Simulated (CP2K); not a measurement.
# ZrC under changes of volume

One of the cells (13.228 Å³/atom); the others are scaled copies at fixed shape and fractional positions:

```
Zr C
1.0
     3.34462    0.00000    0.00000
     1.67231    2.89652    0.00000
     1.67231    0.96551    2.73087
Zr C
1 1
Direct
  0.50000 0.50000 0.50000
  0.00000 0.00000 0.00000
```

```yaml
Program: CP2K 2026.2
Functional: PBE
Potentials_or_basis: POTENTIAL_UZH Zr GTH-PBE-q12, C GTH-PBE-q4; TZVP-MOLOPT-PBE-GTH basis
Density_cutoff: 6123 eV
k_mesh: 10 × 10 × 10
Occupations: fermi-dirac, width 0.05 eV
Spin: no spin polarisation
```

```csv
volume (Å³/atom),energy over the lowest point (meV/atom),pressure (GPa)
12.434,30.55,14.1
12.699,11.89,8.6
12.963,?,?
13.228,0.00,-1.0
13.493,5.14,-5.1
13.757,16.72,-8.8
14.022,34.12,-12.2
```

Question: What does the run at 12.963 Å³/atom give?

Answer: Energy over the lowest point 1.99 meV/atom; pressure 3.5 GPa.

Worked out: A Birch-Murnaghan fit of order 3 (a polynomial in V^(-2/3)) to the other rows has its minimum at 13.17 Å³/atom with B0 = V·E''(V) = 220 GPa and B' = 4.1. It gives 2.01 meV/atom at 12.963 Å³/atom, against the run's 1.99, and -dE/dV = 3.5 GPa, against 3.5.

Energies are extrapolated to zero smearing.

Caveats: the basis of atomic orbitals isn't converged, which shifts pressures, moduli and gaps.
